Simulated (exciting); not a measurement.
The system is ZrO2.

```
Zr O
1.0
     0.00000    2.54507    2.54507
     2.54507    0.00000    2.54507
     2.54507    2.54507    0.00000
Zr O
1 2
Direct
  0.00000 0.00000 0.00000
  0.75000 0.75000 0.75000
  0.25000 0.25000 0.25000
```

Measurements of this composition are mostly on another form, of space group No. 14.

Base run:

- Program: exciting (release sodium)
- Functional: PBE
- Potentials or basis: all-electron LAPW+lo, shipped species files, valence relativity iora*
- rgkmax: 7.5
- k mesh: 9 × 9 × 9
- Occupations: fermi-dirac, width 0.05 eV
- Spin: no spin polarisation

Its results: band gap on the k mesh 3.42 eV, indirect (least direct gap 3.90 eV).

Question: The run is repeated on the same cell with these changes: functional from PBE to LDA. What comes out?

Answer: Band gap on the k mesh 3.30 eV, indirect (least direct gap 3.79 eV).

A k mesh can miss the band edges.
